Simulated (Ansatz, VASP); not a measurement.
**Si in VASP and in Ansatz**

```xyz
6
Lattice="0.0000 2.7350 -2.7350 5.4701 0.0000 0.0000 -2.7350 -5.4701 -2.7350" Properties=species:S:1:pos:R:3 pbc="T T T"
Si    1.3675   -1.3675   -1.3675
Si    4.1026    1.3675   -1.3675
Si   -1.3675   -1.3675   -4.1026
Si    0.0000   -2.7350   -2.7350
Si    2.7350    0.0000   -2.7350
Si   -2.7350   -2.7350   -5.4701
```

Alike in both runs: task single point; functional PBE; k mesh 10 × 10 × 10; occupations gaussian, width 0.1 eV; no spin polarisation.

```csv
,VASP,Ansatz
version,VASP 6.6.1,Ansatz 0.2.0
potentials or method,"VASP PAW PBE potentials, release 64 (Si)","scalar-relativistic, plane waves, PAW"
plane-wave cutoff (eV),520,420
valence electrons in the cell,24,24
```

```csv
,VASP,Ansatz,Ansatz less VASP
gap on the k mesh at the Fermi level (eV),0.62,0.62,-0.002
least direct gap on the mesh (eV),1.07,1.07,-0.002
pressure (GPa),-0.1,0.0,+0.08
```

A k mesh can miss the band edges. PBE gaps usually lie below the measured ones, often by a third to a half.
